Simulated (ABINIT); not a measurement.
# GaSb (F-43m) in ABINIT: a series of runs

One crystal, GaSb, is run at these levels: LDA, r2SCAN; tasks: single point.

Everything below comes from runs of ABINIT 10.8.3 (patched build). Logs are shortened: lines on timing, memory, paths and dates and some standing lists are left out, and cuts for length are marked. The log counts tension as positive stress, the text compression.

**Measured values to compare with.**

A printed reference work, data compilation reports, for a bulk crystal of GaSb at 4.2 K: band gap 0.811 eV (direct).

The runs below are set against these values where they give the same quantity.

## 1. Starting point

Symmetry: F-43m, No. 216, cubic system. Conventional cell: a = 6.118 Å, b = 6.118 Å, c = 6.118 Å, α = 90.00°, β = 90.00°, γ = 90.00°. Sb (site symmetry -43m) has 4 Ga at 2.65 Å as nearest neighbours. Ga (site symmetry -43m) has 4 Sb at 2.65 Å as nearest neighbours.

## 2. Single point, LDA

File run.abi:

```
# Pseudopotentials
pp_dirpath "./"
pseudos "Sb.upf, Ga.upf"

# Structure
acell 4.3260792873 4.3260792873 4.3260792873 Angstrom
rprim
     0.0000000000     0.7071067812     0.7071067812
     0.7071067812     0.0000000000     0.7071067812
     0.7071067812     0.7071067812     0.0000000000
ntypat 2
znucl 51 31
natom 2
typat 1 2
xred
     0.7500000000     0.7500000000     0.7500000000
     0.0000000000     0.0000000000     0.0000000000

# Plane-wave basis
ecut 45.0

# k points
kptopt 1
ngkpt 6 6 6
nshiftk 1
shiftk 0.0 0.0 0.0

# Exchange and correlation
ixc 7

# Bands and occupations
nband 27
occopt 3
tsmear 0.00183747

# SCF cycle
nstep 100
tolvrs 1.0e-10

# Output
iomode 3
prtwf 0
prtden 0
prteig 0
prtebands 0
enunit 1
prtvol 2
```

Potentials or basis: PseudoDojo NC SR LDA v0.4 stringent.

Run with:

```
$ abinit run.abi > log 2>&1
```

run.abo:

```text
.Version 10.8.3 of ABINIT
 Symmetries : space group F-4 3 m (#216); Bravais cF (face-center cubic)
================================================================================
 Values of the parameters that define the memory need of the present run
     intxc =       0    ionmov =       0      iscf =       7    lmnmax =       6
     lnmax =       6     mgfft =      50  mpssoang =       3    mqgrid =    3001
     natom =       2  nloc_mem =       1    nspden =       1   nspinor =       1
    nsppol =       1      nsym =      24    n1xccc =    2501    ntypat =       2
    occopt =       3   xclevel =       1
       mpw =        5594          nfft =      125000          nkpt =          16
================================================================================
================================================================================

--------------------------------------------------------------------------------
------------- Echo of variables that govern the present computation ------------
--------------------------------------------------------------------------------
 -outvars: echo values of preprocessed input variables --------
            acell      8.1751050520E+00  8.1751050520E+00  8.1751050520E+00 Bohr
              amu      1.21753000E+02  6.97230000E+01
             ecut      4.50000000E+01 Hartree
           enunit           1
              ixc           7
         kptrlatt        6    0    0      0    6    0      0    0    6
          kptrlen      4.90506303E+01
            natom           2
            nband          27
            ngfft          50      50      50
             nkpt          16
            nstep         100
             nsym          24
           ntypat           2
           occopt           3
           prtden           0
        prtebands           0
           prteig           0
           prtvol           2
            prtwf           0
            rprim      0.0000000000E+00  7.0710678120E-01  7.0710678120E-01
                       7.0710678120E-01  0.0000000000E+00  7.0710678120E-01
                       7.0710678120E-01  7.0710678120E-01  0.0000000000E+00
          spgroup         216
           tolvrs      1.00000000E-10
           tsmear      1.83747000E-03 Hartree
            typat      1  2
           xangst      4.5885000001E+00  4.5885000001E+00  4.5885000001E+00
                       0.0000000000E+00  0.0000000000E+00  0.0000000000E+00
            xcart      8.6710083289E+00  8.6710083289E+00  8.6710083289E+00
                       0.0000000000E+00  0.0000000000E+00  0.0000000000E+00
             xred      7.5000000000E-01  7.5000000000E-01  7.5000000000E-01
                       0.0000000000E+00  0.0000000000E+00  0.0000000000E+00
            znucl       51.00000   31.00000

================================================================================

 chkinp: Checking input parameters for consistency.

================================================================================
== DATASET  1 ==================================================================

--- !DatasetInfo
iteration_state: {dtset: 1, }
dimensions: {natom: 2, nkpt: 16, mband: 27, nsppol: 1, nspinor: 1, nspden: 1, mpw: 5594, }
cutoff_energies: {ecut:  45.0, pawecutdg:  -1.0, }
electrons: {nelect:   4.40000000E+01, charge:   0.00000000E+00, occopt:   3.00000000E+00, tsmear:   1.83747000E-03, }
meta: {optdriver: 0, ionmov: 0, optcell: 0, iscf: 7, paral_kgb: 0, }
...

 Exchange-correlation functional for the present dataset will be:
  LDA: Perdew-Wang 92 LSD fit to Ceperley-Alder data - ixc=7
  J.P.Perdew and Y.Wang, PRB 45, 13244 (1992)

 Real(R)+Recip(G) space primitive vectors, cartesian coordinates (Bohr,Bohr^-1):
 R(1)=  0.0000000  5.7806722  5.7806722  G(1)= -0.0864951  0.0864951  0.0864951
 R(2)=  5.7806722  0.0000000  5.7806722  G(2)=  0.0864951 -0.0864951  0.0864951
 R(3)=  5.7806722  5.7806722  0.0000000  G(3)=  0.0864951  0.0864951 -0.0864951
 Unit cell volume ucvol=  3.8633587E+02 bohr^3
 Angles (23,13,12)=  6.00000000E+01  6.00000000E+01  6.00000000E+01 degrees

 getcut: wavevector=  0.0000  0.0000  0.0000  ngfft=  50  50  50
         ecut(hartree)=     45.000   => boxcut(ratio)=   2.02618

--- Pseudopotential description ------------------------------------------------
- pspini: atom type   1  psp file is ./Sb.upf
12 -1012 2 -1 1416                            pspcod,pspxc,lmax,lloc,mmax
     nproj     2     2     2

- pspini: atom type   2  psp file is ./Ga.upf
12 -1012 2 -1 1858                            pspcod,pspxc,lmax,lloc,mmax
     nproj     2     2     2

   2.20946485E+03                                ecore*ucvol(ha*bohr**3)
--------------------------------------------------------------------------------

================================================================================

--- !BeginCycle
iteration_state: {dtset: 1, }
solver: {iscf: 7, nstep: 100, nline: 4, wfoptalg: 0, }
[... 64 lines left out ...]
  1.37E-17 1.01E-15 7.45E-18 7.45E-18 7.45E-18 3.53E-16 3.53E-16 3.53E-16
  1.41E-18 1.41E-18 1.41E-18 1.65E-19 1.65E-19 9.24E-17 9.41E-17 9.29E-17
  1.75E-16 1.76E-16 2.02E-16 6.60E-16 1.16E-16 1.16E-16 1.16E-16 2.52E-16
  2.52E-16 2.52E-16 2.23E-16
   0.1667  0.0000  0.0000    1  2.57380E-14 kpt; spin; max resid(k); each band:
  1.34E-17 9.82E-16 7.42E-18 7.42E-18 7.64E-18 3.53E-16 3.53E-16 3.63E-16
  1.39E-18 1.34E-18 1.34E-18 2.44E-19 2.44E-19 9.58E-17 1.21E-16 1.18E-16
  2.09E-16 2.09E-16 2.02E-16 3.48E-16 1.31E-16 1.31E-16 4.29E-16 2.46E-16
  2.46E-16 3.06E-16 2.57E-14
   0.3333  0.0000  0.0000    1  9.38725E-16 kpt; spin; max resid(k); each band:
  1.29E-17 9.39E-16 6.95E-18 6.95E-18 6.91E-18 3.22E-16 3.22E-16 2.83E-16
  1.22E-18 1.17E-18 1.17E-18 5.21E-19 5.21E-19 1.20E-16 1.07E-16 1.07E-16
  1.34E-16 1.35E-16 1.95E-16 3.60E-16 1.43E-16 1.43E-16 4.87E-16 2.08E-16
  2.08E-16 4.58E-16 3.88E-16
   0.5000  0.0000  0.0000    1  1.26767E-09 kpt; spin; max resid(k); each band:
  1.15E-17 9.10E-16 9.39E-18 6.63E-18 6.63E-18 1.65E-16 3.00E-16 3.00E-16
[... 48 lines left out ...]
   0.5000  0.3333  0.1667    1  2.37781E-08 kpt; spin; max resid(k); each band:
  1.22E-17 8.80E-16 6.25E-18 7.64E-18 7.45E-18 3.17E-16 2.65E-16 2.91E-16
  1.38E-18 9.58E-19 1.28E-18 1.22E-18 1.22E-18 1.12E-16 1.17E-16 1.16E-16
  1.17E-16 1.28E-16 1.55E-16 4.26E-16 1.71E-16 1.53E-16 3.22E-16 2.51E-16
  2.33E-16 7.94E-16 2.38E-08
  -0.3333  0.3333  0.1667    1  8.58488E-16 kpt; spin; max resid(k); each band:
  1.21E-17 8.58E-16 6.24E-18 6.89E-18 7.13E-18 3.09E-16 3.23E-16 2.78E-16
  1.52E-18 1.12E-18 1.08E-18 1.24E-18 9.00E-19 1.08E-16 1.07E-16 1.20E-16
  1.14E-16 1.35E-16 1.03E-16 4.78E-16 1.80E-16 1.57E-16 3.19E-16 2.70E-16
  2.40E-16 3.47E-16 2.52E-16
  -0.3333  0.5000  0.1667    1  1.60088E-05 kpt; spin; max resid(k); each band:
  1.19E-17 8.55E-16 9.43E-18 7.13E-18 6.83E-18 3.95E-16 2.57E-16 2.21E-16
  1.41E-18 1.21E-18 4.60E-19 1.24E-18 6.21E-19 1.09E-16 1.09E-16 1.14E-16
  1.14E-16 1.49E-16 5.41E-17 5.34E-16 1.63E-16 1.51E-16 3.25E-16 1.58E-16
  3.31E-16 2.21E-16 1.60E-05
 reduced coordinates (array xred) for    2 atoms
       0.750000000000      0.750000000000      0.750000000000
       0.000000000000      0.000000000000      0.000000000000
 rms dE/dt=  2.7049E-29; max dE/dt=  8.4145E-30; dE/dt below (all hartree)
    1      -0.000000000000     -0.000000000000      0.000000000000
    2       0.000000000000      0.000000000000      0.000000000000

 cartesian coordinates (angstrom) at end:
    1      4.58850000008804     4.58850000008804     4.58850000008804
    2      0.00000000000000     0.00000000000000     0.00000000000000

 cartesian forces (hartree/bohr) at end:
    1     -0.00000000000000    -0.00000000000000     0.00000000000000
    2      0.00000000000000     0.00000000000000    -0.00000000000000
 frms,max,avg= 2.5560012E-30 4.3668881E-30   0.000E+00  0.000E+00  0.000E+00 h/b

 cartesian forces (eV/Angstrom) at end:
    1     -0.00000000000000    -0.00000000000000     0.00000000000000
    2      0.00000000000000     0.00000000000000    -0.00000000000000
 frms,max,avg= 1.3143487E-28 2.2455442E-28   0.000E+00  0.000E+00  0.000E+00 e/A
 length scales=  8.175105051959  8.175105051959  8.175105051959 bohr
              =  4.326079287300  4.326079287300  4.326079287300 angstroms
 Fermi (or HOMO) energy (eV) =   5.76828   Average Vxc (eV)=  -9.84375
 Eigenvalues (   eV  ) for nkpt=  16  k points:
 kpt#   1, nband= 27, wtk=  0.00463, kpt=  0.0000  0.0000  0.0000 (reduced coord)
-137.80296 -137.52594  -90.91907  -90.91907  -90.91907  -88.67142  -88.67142  -88.67142
 -22.92796  -22.92796  -22.92796  -22.90724  -22.90724   -9.38661   -9.38661   -9.38661
  -9.33712   -9.33712   -5.80619    5.54712    5.73501    5.73501    5.73501    8.50888
   8.50888    8.50888   11.35934
 kpt#   2, nband= 27, wtk=  0.03704, kpt=  0.1667  0.0000  0.0000 (reduced coord)
-137.80295 -137.52594  -90.91907  -90.91907  -90.91906  -88.67131  -88.67131  -88.67024
 -22.92763  -22.92715  -22.92715  -22.90706  -22.90706   -9.39029   -9.38238   -9.38238
  -9.33726   -9.33726   -5.52537    2.95660    5.33430    5.33430    6.62726    9.04920
   9.04920    9.60758   12.64389
 kpt#   3, nband= 27, wtk=  0.03704, kpt=  0.3333  0.0000  0.0000 (reduced coord)
-137.80296 -137.52595  -90.91907  -90.91907  -90.91907  -88.67176  -88.67176  -88.67086
 -22.92764  -22.92589  -22.92589  -22.90661  -22.90661   -9.40950   -9.37855   -9.37855
  -9.33655   -9.33655   -4.77817    0.50592    4.79322    4.79322    6.20306    9.49842
   9.49842   12.06401   12.65606
 kpt#   4, nband= 27, wtk=  0.01852, kpt=  0.5000  0.0000  0.0000 (reduced coord)
-137.80295 -137.52595  -90.91907  -90.91907  -90.91907  -88.67102  -88.67052  -88.67052
[... 48 lines left out ...]
 kpt#  14, nband= 27, wtk=  0.11111, kpt=  0.5000  0.3333  0.1667 (reduced coord)
-137.80296 -137.52595  -90.91908  -90.91907  -90.91906  -88.67160  -88.67155  -88.67123
 -22.92846  -22.92486  -22.92354  -22.90776  -22.90548   -9.42064   -9.37111   -9.36768
  -9.34378   -9.33669   -4.14085   -0.03572    2.66762    3.73657    8.28717    8.86839
   9.93561   12.28662   14.11667
 kpt#  15, nband= 27, wtk=  0.11111, kpt= -0.3333  0.3333  0.1667 (reduced coord)
-137.80295 -137.52595  -90.91908  -90.91907  -90.91906  -88.67142  -88.67104  -88.67023
 -22.92714  -22.92560  -22.92277  -22.90740  -22.90552   -9.42148   -9.36911   -9.36468
  -9.34122   -9.33630   -3.62089   -0.75295    2.26932    3.37127    8.49258    9.31611
  11.09132   11.59865   13.19908
 kpt#  16, nband= 27, wtk=  0.05556, kpt= -0.3333  0.5000  0.1667 (reduced coord)
-137.80295 -137.52595  -90.91907  -90.91907  -90.91906  -88.67068  -88.67048  -88.66991
 -22.92887  -22.92402  -22.92178  -22.90800  -22.90476   -9.42647   -9.36368   -9.35879
  -9.34220   -9.33400   -3.34619   -1.02245    2.54858    2.72209    8.23591    8.50255
  11.76986   11.80649   15.59534
 Total charge density [el/Bohr^3]
)     Maximum=    6.4340E+00  at reduced coord.    0.0600    0.9600    0.9600
)Next maximum=    6.4340E+00  at reduced coord.    0.0200    0.9600    0.9600
)     Minimum=    1.6611E-03  at reduced coord.    0.2600    0.2400    0.2400
)Next minimum=    1.6611E-03  at reduced coord.    0.2400    0.2600    0.2400
   Integrated=    4.4000E+01

--- !EnergyTerms
iteration_state     : {dtset: 1, }
comment             : Components of total free energy in Hartree
kinetic             :  2.05495159316673E+02
hartree             :  2.05426484290922E+02
xc                  : -5.96726802878577E+01
Ewald energy        : -2.25838196703851E+02
psp_core            :  5.71902596406842E+00
local_psp           : -5.62557280436785E+02
non_local_psp       : -6.93308991706384E+01
internal            : -5.00758387027469E+02
'-kT*entropy'       : -3.76537094850220E-05
total_energy        : -5.00758424681179E+02
total_energy_eV     : -1.36263309099285E+04
band_energy         : -7.14741422063613E+01
...

 Cartesian components of stress tensor (hartree/bohr^3)
  sigma(1 1)=  6.33485998E-04  sigma(3 2)=  0.00000000E+00
  sigma(2 2)=  6.33485998E-04  sigma(3 1)=  0.00000000E+00
  sigma(3 3)=  6.33485998E-04  sigma(2 1)=  0.00000000E+00

-Cartesian components of stress tensor (GPa)         [Pressure= -1.8638E+01 GPa]
- sigma(1 1)=  1.86378015E+01  sigma(3 2)=  0.00000000E+00
- sigma(2 2)=  1.86378015E+01  sigma(3 1)=  0.00000000E+00
- sigma(3 3)=  1.86378015E+01  sigma(2 1)=  0.00000000E+00

== END DATASET(S) ==============================================================
================================================================================

 -outvars: echo values of variables after computation  --------
            acell      8.1751050520E+00  8.1751050520E+00  8.1751050520E+00 Bohr
           etotal     -5.0075842468E+02
            fcart     -6.7380238349E-47 -7.2781469033E-31  4.3668881420E-30
                       6.7380238349E-47  7.2781469033E-31 -4.3668881420E-30
            rprim      0.0000000000E+00  7.0710678120E-01  7.0710678120E-01
                       7.0710678120E-01  0.0000000000E+00  7.0710678120E-01
                       7.0710678120E-01  7.0710678120E-01  0.0000000000E+00
           strten      6.3348599844E-04  6.3348599844E-04  6.3348599844E-04
                       0.0000000000E+00  0.0000000000E+00  0.0000000000E+00
           xangst      4.5885000001E+00  4.5885000001E+00  4.5885000001E+00
                       0.0000000000E+00  0.0000000000E+00  0.0000000000E+00
             xred      7.5000000000E-01  7.5000000000E-01  7.5000000000E-01
                       0.0000000000E+00  0.0000000000E+00  0.0000000000E+00
 Calculation completed.
```

Run time: 1.9 min. Hardware: 1 thread of Arm Neoverse V1, shared host; peak memory 0.11 GiB.

What came out:

```yaml
Free_energy: -13626.3309 eV
Pressure: -18.6 GPa
Band_gap_on_the_k_mesh: none (metal or under the smearing width)
Valence_electrons_inside_the_program's_atomic_spheres: Sb 19.27; Ga 18.81
```

Levels at points of the mesh, in eV from the Fermi level:
```csv
k point,band 18,band 19,band 20,band 21,band 22,band 23,band 24,band 25,band 26,band 27
"(0.00, 0.00, 0.00)",-15.11,-11.57,-0.22,-0.03,-0.03,-0.03,2.74,2.74,2.74,5.59
"(0.50, 0.00, 0.00)",-15.10,-9.96,-6.44,-1.18,-1.18,0.24,3.71,3.71,6.33,9.18
"(0.50, 0.50, 0.00)",-15.10,-9.15,-6.89,-2.60,-2.60,0.80,1.14,8.61,8.61,9.90
```

Caveat: so large a pressure means that the cell lies far from this level's equilibrium, or that cutoff or potentials fall short; this crystal is a semiconductor, whose small gap the functional closes, so the metal is an error of the method. The run has no spin-orbit coupling, so splittings on Sb are missing.

(Continued in part 2 of 2.)
